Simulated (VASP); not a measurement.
# PtS2 (P-3m1) in VASP: a series of runs, part 2 of 3

VASP 6.6.1. Earlier steps stand in the parts before.

## 3. Single point, PBEsol

File INCAR:

```
PREC     = Accurate       # precision mode
ENCUT    = 520            # plane-wave cutoff, eV
EDIFF    = 1E-6           # SCF threshold, eV
ISMEAR   = 0              # smearing method
SIGMA    = 0.02           # smearing width, eV
LREAL    = False          # projectors in reciprocal space
LASPH    = True           # aspherical terms in the spheres
NELM     = 100            # most SCF steps
ALGO     = Normal         # electronic algorithm
ISIF     = 2              # what is computed and relaxed
LWAVE    = False          # write WAVECAR
LCHARG   = False          # write CHGCAR
GGA      = PS             # functional
NBANDS   = 18             # bands
```

File KPOINTS:

```
Automatic mesh
0
Gamma
  9 9 6
```

File POSCAR:

```
PtS2
1.0
    3.5487421900      0.0000000000      0.0000000000
   -1.7743710900      3.0733008900      0.0000000000
    0.0000000000      0.0000000000      5.5970665400
Pt S
1 2
Direct
    0.0000000000      0.0000000000      0.0000000000
    0.6666666700      0.3333333300      0.7796640600
    0.3333333300      0.6666666700      0.2203359400
```

Potentials or basis: VASP PAW PBE potentials, release 64 (Pt, S).

On the command line:

```
$ cat potpaw_PBE.64/Pt/POTCAR potpaw_PBE.64/S/POTCAR > POTCAR
$ mpirun -np 1 vasp_std > vasp.out
```

OUTCAR:

```text
PREC = Accurate
   ENCUT = 520
   EDIFF = 1E-6
   ISMEAR = 0
   LREAL = False
   LASPH = True
   NELM = 100
   ISIF = 2
   GGA = PS

 ion  position               nearest neighbor table
   1  0.000  0.000  0.000-   2 2.39   3 2.39   3 2.39   2 2.39   2 2.39   3 2.39
   2  0.667  0.333  0.780-   1 2.39   1 2.39   1 2.39
   3  0.333  0.667  0.220-   1 2.39   1 2.39   1 2.39

  LATTYP: Found a hexagonal cell.
 ALAT       =     3.5487421900
 C/A-ratio  =     1.5771972830

  Lattice vectors:

 A1 = (   3.5487421900,   0.0000000000,   0.0000000000)
 A2 = (  -1.7743710900,   3.0733008900,   0.0000000000)
 A3 = (   0.0000000000,   0.0000000000,   5.5970665400)

Analysis of symmetry for initial positions (statically):
=====================================================================
 Subroutine PRICEL returns:
 Original cell was already a primitive cell.

 Routine SETGRP: Setting up the symmetry group for a
 hexagonal supercell.

 Subroutine GETGRP returns: Found 12 space group operations
 (whereof 12 operations were pure point group operations)
 out of a pool of 24 trial point group operations.

The static configuration has the point symmetry D_3d.

Analysis of symmetry for dynamics (positions and initial velocities):
=====================================================================
 Subroutine PRICEL returns:
 Original cell was already a primitive cell.

 Routine SETGRP: Setting up the symmetry group for a
 hexagonal supercell.

 Subroutine GETGRP returns: Found 12 space group operations
 (whereof 12 operations were pure point group operations)
 out of a pool of 24 trial point group operations.

The dynamic configuration has the point symmetry D_3d.

 Subroutine INISYM returns: Found 12 space group operations
 (whereof 12 operations are pure point group operations),
 and found     1 'primitive' translations

----------------------------------------------------------------------------------------

[... 115 lines left out ...]
  volume/ion in A,a.u.               =      20.35       137.31
  Fermi-wavevector in a.u.,A,eV,Ry     =   1.165026  2.201580 18.467000  1.357286
  Thomas-Fermi vector in A             =   2.301557
   LORBIT       =      0    0 simple, 1 ext, 2 COOP (PROOUT), +10 PAW based schemes
   GGA     = PS    functional components
   LHFCALC =     F    Hartree Fock is set to
   AEXX    =    0.0000 exact exchange contribution
   IVDW    =     0    specifies the selected vdW correction
   LEPSILON=     F    determine dielectric tensor
   LRPA    =     F    only Hartree local field effects (RPA)
 non-spin polarized calculation
 Gauss-broadening in eV      SIGMA  =   0.02
  energy-cutoff  :      520.00
  volume of cell :       61.04
 maximum number of plane-waves:      1683
 NGX is ok and might be reduce to    28
   NGX = 13   NGY = 13   NGZ = 21

 number of electron      22.0000000 magnetization

 Free energy of the ion-electron system (eV)
  ---------------------------------------------------
  ext. energy  EPLUGINS =         0.00000000
  ---------------------------------------------------
  free energy    TOTEN  =       -16.96733551 eV

  energy without entropy =      -16.96733551  energy(sigma->0) =      -16.96733551

 E-fermi :   5.0778     XC(G=0): -10.1393

 val. band max:        4.9670917717   @ k =   0.0000   0.2222   0.1667
 cond. band min:       6.1308523929   @ k =   0.0000   0.2222   0.3333
 fundamental gap:      1.1637606211
 Fermi energy:         5.0778478357

 k-point     1 :       0.0000    0.0000    0.0000
  band No.  band energies     occupation
      1      -9.6104      2.00000
      2      -7.1059      2.00000
      3      -1.1545      2.00000
      4      -1.0722      2.00000
      5      -1.0722      2.00000
      6       1.6389      2.00000
[... 481 lines left out ...]
      5      -0.0734      2.00000
      6       0.3464      2.00000
[... 10 lines left out ...]
     17      13.8719      0.00000
     18      15.2354      0.00000

 [... further k-points ...]

------------------------ aborting loop because EDIFF is reached ----------------------------------------

  FORCE on cell =-STRESS in cart. coord.  units (eV):
  Direction    XX          YY          ZZ          XY          YZ          ZX
  --------------------------------------------------------------------------------------
  -------------------------------------------------------------------------------------
  Total       -0.8610165     -0.8610165     -0.9646985     -0.0000000      0.0000000     -0.0000000
  in kB      -22.5986278    -22.5986278    -25.3199112     -0.0000000      0.0000000     -0.0000000
  external PRESSURE =     -23.5057223 kB  Pullay stress =       0.0000000 kB

 VOLUME and BASIS-vectors are now :
 -----------------------------------------------------------------------------
  energy-cutoff  :      520.00
  volume of cell :       61.04
      direct lattice vectors                 reciprocal lattice vectors
     3.548742190  0.000000000  0.000000000     0.281789983  0.162691522  0.000000000
    -1.774371090  3.073300890  0.000000000     0.000000000  0.325383044  0.000000000
     0.000000000  0.000000000  5.597066540     0.000000000  0.000000000  0.178665019

 POSITION                                       TOTAL-FORCE (eV/Angst)
 -----------------------------------------------------------------------------------
      0.00000      0.00000      0.00000         0.000000      0.000000      0.000000
      1.77437      1.02443      4.36383         0.000000      0.000000      0.292086
     -0.00000      2.04887      1.23323        -0.000000     -0.000000     -0.292086
 -----------------------------------------------------------------------------------
    total drift:                                0.000000      0.000000      0.000000

  FREE ENERGIE OF THE ION-ELECTRON SYSTEM (eV)
  ---------------------------------------------------
  free  energy   TOTEN  =       -16.9673355126 eV

  energy  without entropy=      -16.9673355126  energy(sigma->0) =      -16.96733551
```

OSZICAR:

```text
N       E                     dE             d eps       ncg     rms          rms(c)
DAV:   1     0.110952086786E+03    0.11095E+03   -0.10188E+04  2248   0.107E+03
DAV:   2    -0.125179725851E+02   -0.12347E+03   -0.11899E+03  2698   0.217E+02
DAV:   3    -0.182689491763E+02   -0.57510E+01   -0.57110E+01  2844   0.475E+01
DAV:   4    -0.183387651327E+02   -0.69816E-01   -0.69765E-01  2908   0.568E+00
DAV:   5    -0.183399851311E+02   -0.12200E-02   -0.12198E-02  2830   0.740E-01    0.178E+01
DAV:   6    -0.172422391830E+02    0.10977E+01   -0.60893E+00  2312   0.239E+01    0.112E+01
DAV:   7    -0.169973053696E+02    0.24493E+00   -0.11695E+00  2300   0.110E+01    0.540E+00
DAV:   8    -0.169709302079E+02    0.26375E-01   -0.74894E-02  2488   0.192E+00    0.109E+00
DAV:   9    -0.169671852893E+02    0.37449E-02   -0.90773E-03  2580   0.959E-01    0.254E-01
DAV:  10    -0.169673159354E+02   -0.13065E-03   -0.17635E-03  2718   0.262E-01    0.839E-02
DAV:  11    -0.169673333325E+02   -0.17397E-04   -0.75916E-05  2822   0.739E-02    0.485E-02
DAV:  12    -0.169673345918E+02   -0.12592E-05   -0.91681E-06  2534   0.255E-02    0.161E-02
DAV:  13    -0.169673355126E+02   -0.92080E-06   -0.25065E-06  2596   0.112E-02
   1 F= -.16967336E+02 E0= -.16967336E+02  d E =-.668882E-17
```

Wall time 34 s (1 thread of Intel Xeon Platinum 8488C (Sapphire Rapids), shared host); peak memory 0.21 GiB.

What came out:

- Free energy: -16.9673 eV
- Pressure: -2.4 GPa
- Largest force: 0.292 eV/Å
- Band gap on the k mesh: 1.16 eV, indirect (least direct gap 1.21 eV)

Forces in eV/Å, atoms in the order of the input:
```
Pt   0.000  0.000  0.000
S    0.000  0.000  0.292
S    0.000  0.000 -0.292
```

Stress tensor (GPa, compression positive):
```
-2.26  0.00  0.00
 0.00 -2.26  0.00
 0.00  0.00 -2.53
```

Caveat: the PAW data sets were made with another functional, which shifts forces and pressure a little; spin-orbit coupling is left out, which moves the levels of the heavy elements; an odd mesh through Γ misses points on the zone boundary, where band edges often lie; this functional lacks dispersion, which binds the layers, so the pressure and a relaxed spacing across them are unreliable.

## 4. Relaxation of cell and atoms, PBEsol

File INCAR:

```
  PREC = Accurate
  ENCUT = 580
  EDIFF = 1E-7
  ISMEAR = 0
  SIGMA = 0.02
  LREAL = False
  LASPH = True
  NELM = 100
  ALGO = Normal
  ISIF = 3
  LWAVE = False
  LCHARG = False
  GGA = PS
  IBRION = 2
  NSW = 90
  EDIFFG = -0.005
```

File KPOINTS:

```
regular mesh
0
Gamma
  9 9 6
```

POSCAR is that of step 3.

On the command line:

```
$ cat potpaw_PBE.64/Pt/POTCAR potpaw_PBE.64/S/POTCAR > POTCAR
$ mpirun -np 1 vasp_std > vasp.out
```

Run time: 12 min. Hardware: 1 thread of Intel Xeon Platinum 8488C (Sapphire Rapids), shared host; peak memory 0.25 GiB.

The run converged. Its results:

```yaml
Free_energy: -16.9995 eV
Relaxed_volume: 17.66 Å³/atom
Relaxed_cell: a = 3.567 Å, b = 3.567 Å, c = 4.807 Å, α = 90.00°, β = 90.00°, γ = 120.00°
Space_group_after_relaxing_to_0.05_Å: P-3m1 (No. 164)
Energy_gained_by_relaxing: 10.6 meV/atom
Ionic_steps: 34
Pressure_after_relaxing: 0.0 GPa
Largest_force_after_relaxing: 0.003 eV/Å
Band_gap_on_the_k_mesh: 0.37 eV, indirect (least direct gap 1.00 eV)
```

Forces on the atoms (eV/Å):
```
Pt   0.000  0.000  0.000
S    0.000  0.000  0.003
S    0.000  0.000 -0.003
```

The path:
```csv
step,energy change (eV),largest force (eV/Å),pressure (GPa),volume (Å³)
1,0.0000,0.2927,-2.33,61.04
2,0.0182,0.5212,4.62,58.47
3,-0.0086,0.0114,0.02,60.09
4,-0.0086,0.0055,0.07,60.07
5,-0.0097,0.0225,0.01,60.04
6,-0.0105,0.0720,-0.09,59.97
7,-0.0111,0.0590,-0.20,59.84
8,-0.0129,0.0214,-0.51,59.45
9,-0.0156,0.0482,-1.08,58.66
10,-0.0188,0.1637,-2.08,57.06
11,-0.0189,0.1640,-2.08,57.05
12,-0.0191,0.1638,-2.07,57.00
13,-0.0195,0.1634,-2.06,56.90
14,-0.0203,0.1628,-2.03,56.70
15,-0.0219,0.1611,-1.95,56.30
16,-0.0249,0.1554,-1.78,55.49
17,-0.0294,0.1363,-1.23,53.89
18,-0.0228,0.0941,0.65,50.69
19,-0.0309,0.0868,-0.77,53.39
20,-0.0312,0.0830,-0.60,53.00
21,-0.0314,0.0627,-0.46,53.10
22,-0.0316,0.0422,-0.31,53.19
23,-0.0316,0.0007,-0.02,53.39
24,-0.0316,0.0214,-0.17,53.29
25,-0.0316,0.0229,-0.18,53.28
26,-0.0316,0.0208,-0.15,53.23
27,-0.0317,0.0144,-0.04,53.08
28,-0.0317,0.0020,0.17,52.78
29,-0.0317,0.0099,0.04,52.97
30,-0.0317,0.0107,0.02,52.99
31,-0.0317,0.0094,0.01,52.99
32,-0.0317,0.0054,-0.01,52.99
33,-0.0317,0.0023,-0.07,52.98
34,-0.0317,0.0033,-0.01,52.98
```

Final structure:
```xyz
3
Lattice="3.5674 0.0000 0.0000 -1.7837 3.0894 0.0000 0.0000 0.0000 4.8075" Properties=species:S:1:pos:R:3 pbc="T T T"
Pt    0.0000    0.0000    0.0000
S     1.7837    1.0298    3.6099
S     0.0000    2.0596    1.1976
```

Levels at points of the mesh, in eV from the valence-band top:
```
           k point  band 7  band 8  band 9  band 10  band 11  band 12  band 13  band 14  band 15
(0.00, 0.00, 0.00)   -4.15   -2.32   -1.43    -1.43     0.00     1.57     1.57     3.88     5.09
(0.00, 0.00, 0.50)   -4.20   -3.09   -1.82    -1.82    -1.35     2.42     2.42     5.22     6.84
```

Caveat: the PAW data sets were made with another functional, which shifts forces and pressure a little; spin-orbit coupling is left out, which moves the levels of the heavy elements; an odd mesh through Γ misses points on the zone boundary, where band edges often lie; this functional lacks dispersion, which binds the layers, so the pressure and a relaxed spacing across them are unreliable.

(Continued in part 3 of 3.)
